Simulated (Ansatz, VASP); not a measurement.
**Zn: VASP beside Ansatz**

```
CELL_PARAMETERS angstrom
2.26817 -1.30849 0.00000
2.26817 1.30849 0.00000
-1.59172 0.00000 7.30041
ATOMIC_POSITIONS crystal
Zn 0.77802 0.77802 0.33450
Zn 0.22198 0.22198 0.66550
Zn 0.00000 0.00000 0.00000
```

Alike in both runs: task single point; functional PBEsol; k mesh 12 × 12 × 4; occupations fermi-dirac, width 0.05 eV; no spin polarisation.

```csv
,VASP,Ansatz
version,VASP 6.6.1,Ansatz 0.2.0
potentials or method,"VASP PAW PBE potentials, release 64 (Zn), cutoff 520 eV","all-electron LAPW, scalar-relativistic"
```

|  | VASP | Ansatz | Ansatz less VASP |
| --- | --- | --- | --- |
| gap on the k mesh at the Fermi level (eV) | none | none | - |
| pressure (GPa) | -0.8 | -1.3 | -0.41 |
| largest component of the traceless stress (GPa) | 3.52 | 3.68 | +0.161 |
| rms of the force components (eV/Å) | 0.005 | 0.005 | -0.0004 |

Atom by atom the forces differ by 0.000 eV/Å (rms over components). A gap of «none» marks a metal or a gap that the smearing closes. Ansatz ran all-electron here, so the differences hold the error of VASP's frozen core and of both bases.

Caveats: the PAW data sets were made with another functional, which shifts forces and pressure a little (VASP).
